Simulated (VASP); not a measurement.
Runs of VASP 6.6.1 on Ni. It takes space group Im-3m (No. 229, cubic). Conventional cell: a = 2.767 Å, b = 2.767 Å, c = 2.767 Å, α = 90.00°, β = 90.00°, γ = 90.00°. Around Ni (site symmetry m-3m) lie 8 Ni at 2.40 Å. This isn't the form of Ni at room conditions, which is fcc.

```csv
task,level,potentials or basis,cell,cutoff (eV),smearing,gap on the mesh (eV),pressure (GPa),moment (μB)
single point,PBE,"VASP PAW PBE potentials, release 64 (Ni_pv)",as given,520,gaussian 0.1 eV,none,(a),0.59
single point,PBE,"VASP PAW PBE potentials, release 54 (Ni)",as given,520,gaussian 0.02 eV,none,7.6,0.59
single point,RPBE,"VASP PAW PBE potentials, release 64 (Ni_GW)",as given,550,gaussian 0.02 eV,none,12.2,0.59
single point,PBE,"VASP PAW PBE potentials, release 64 (Ni)",as given,520,fermi-dirac 0.05 eV,none,7.6,0.58
single point,PBE,"VASP PAW PBE potentials, release 64 (Ni)",cell strained at random at fixed volume,520,fermi-dirac 0.05 eV,none,8.0,0.57
```

Alike in all rows: spin collinear, ferromagnetic start; k mesh 13 × 13 × 13.

Question: Estimate the missing entries.

Answer: (a) 5.4.

Caveats: the PAW data sets were made with another functional, which shifts forces and pressure a little (some runs).

A gap of «none» marks a metal or a gap under the smearing width.

The runs don't all hold the same shells in valence.
